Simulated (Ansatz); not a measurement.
Relaxation of WS2

Method: DFT PBE+D3(BJ), scalar-relativistic, plane waves, PAW (Ansatz 0.2.0). Run with 420 eV cutoff, 12×12×4 k-mesh, Gaussian smearing of 0.02 eV, no spin polarisation.

What was changed: relaxed at 2 GPa.

Spin–orbit coupling is left out, which can shift energies with elements as heavy as these.

Command:

```bash
ansatz run input.yaml --threads 1 --pin off --max-ram 2560MiB --backend cpu --events-out ev --progress --plain --runs-dir out
```

Input:

```yaml
crystal:
  lattice:
    - [3.1339220838, 0.0, 0.0]
    - [-1.5669610419, 2.7140561381, 0.0]
    - [0.0, 0.0, 12.0679093453]
  atoms:
    - { symbol: W, position: [0.3333333333, 0.6666666667, 0.75] }
    - { symbol: W, position: [0.6666666667, 0.3333333333, 0.25] }
    - { symbol: S, position: [0.3333333333, 0.6666666667, 0.1203555233] }
    - { symbol: S, position: [0.6666666667, 0.3333333333, 0.6203555233] }
    - { symbol: S, position: [0.3333333333, 0.6666666667, 0.3796444767] }
    - { symbol: S, position: [0.6666666667, 0.3333333333, 0.8796444767] }
basis:
  ecutwfc: 420
kpoints:
  mp_grid: { grid: [12, 12, 4] }
hamiltonian:
  xc: pbe
  dispersion: d3bj
scf:
  occupations: { method: gaussian, width: 0.02 }
output:
  forces: true
  stress: true
  eigenvalues: true
  write_density: true
  write_potential: true
  elf: true
  volumetric_format: npy
relax:
  adjacent_minimum: "off"
  f_tol: 0.008
  max_steps: 50
  cell: { stress_tol: 0.08, p_target: 2.0 }
```

F is the free energy. Steps run on the plane waves of an earlier cell, but the last one, and at times one on the way, on a freshly chosen basis, so a repeated geometry can differ a little in energy. The relaxation lowers the enthalpy F + PV at the target pressure, so F itself can rise.

At step 2 F + PV rises: a step can overshoot before the optimiser corrects it.

Steps:

| step | F − F(1) (eV) | largest force component (eV/Å) | V (Å³/atom) | P (GPa) |
| --- | --- | --- | --- | --- |
| 1 | 0.0000 | 0.348 | 17.108 | 3.40 |
| 2 | 0.1143 | 0.386 | 16.154 | 3.29 |
| 3 | -0.0002 | 0.069 | 16.863 | 2.55 |
| 4 | 0.0003 | 0.007 | 16.843 | 2.14 |
| 5 | -0.0009 | 0.002 | 16.859 | 2.02 |
| 6 | -0.0006 | 0.002 | 16.859 | 2.02 |

Relaxed structure:

```
CELL_PARAMETERS angstrom
3.13740 0.00000 0.00000
-1.56870 2.71707 0.00000
0.00000 0.00000 11.86655
ATOMIC_POSITIONS crystal
W 0.33333 0.66667 0.75000
W 0.66667 0.33333 0.25000
S 0.33333 0.66667 0.11717
S 0.66667 0.33333 0.61717
S 0.33333 0.66667 0.38283
S 0.66667 0.33333 0.88283
```

It takes space group P6_3/mmc (No. 194, hexagonal). The conventional cell has a = 3.137 Å, b = 3.137 Å, c = 11.867 Å, α = 90.00°, β = 90.00°, γ = 120.00°. W (site symmetry -6m2) has 6 S at 2.40 Å as nearest neighbours. S (site symmetry 3m) is surrounded by 3 W at 2.40 Å.

The run converged. The run took 98 s on 1 thread of Intel(R) Xeon(R) Platinum 8259CL CPU @ 2.50GHz (Skylake/Cascade Lake) (shared host), peak memory 0.53 GiB.